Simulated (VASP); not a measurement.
## C (strained diamond): one PBE single-point calculation in two programs

```
CELL_PARAMETERS angstrom
0.00000 1.78012 1.69112
1.78012 0.00000 1.69112
1.78012 1.78012 0.00000
ATOMIC_POSITIONS crystal
C 0.00000 0.00000 0.00000
C 0.25000 0.25000 0.25000
```

The two codes use different PAW datasets and cutoffs. VASP's cell holds 8 valence electrons and Ansatz's 8. Ansatz's stress includes a Pulay correction; VASP's doesn't.

Cutoffs: 520 eV in VASP, 420 eV in Ansatz. k meshes: 12×12×12 and 12×12×12.

|  | VASP | Ansatz |
| --- | --- | --- |
| gap between bands v and c | 2.97 eV | 2.97 eV |
| least direct gap | 4.83 eV | 4.84 eV |
| pressure | 30.4 GPa | 29.5 GPa |

Band v is the last that the valence electrons fill when counted band by band, and c is the next. Levels in eV from the top of v, Ansatz:

| point | v−1 | v | c | c+1 |
| --- | --- | --- | --- | --- |
| Γ | -0.76 | 0.00 | 4.84 | 5.49 |
| X | -6.88 | -6.88 | 4.82 | 4.82 |
| K | -10.24 | -6.71 | 4.50 | 9.64 |
| L | -3.92 | -3.00 | 7.74 | 7.95 |
| W | -9.25 | -9.25 | 9.85 | 9.85 |

VASP:

```json
{"point": "Γ", "v−1": "-0.76", "v": "0.00", "c": "4.83", "c+1": "5.49"}
{"point": "X", "v−1": "-6.87", "v": "-6.87", "c": "4.81", "c+1": "4.81"}
{"point": "K", "v−1": "-10.23", "v": "-6.70", "c": "4.49", "c+1": "9.65"}
{"point": "L", "v−1": "-3.92", "v": "-2.99", "c": "7.74", "c+1": "7.94"}
{"point": "W", "v−1": "-9.24", "v": "-9.24", "c": "9.85", "c+1": "9.85"}
```
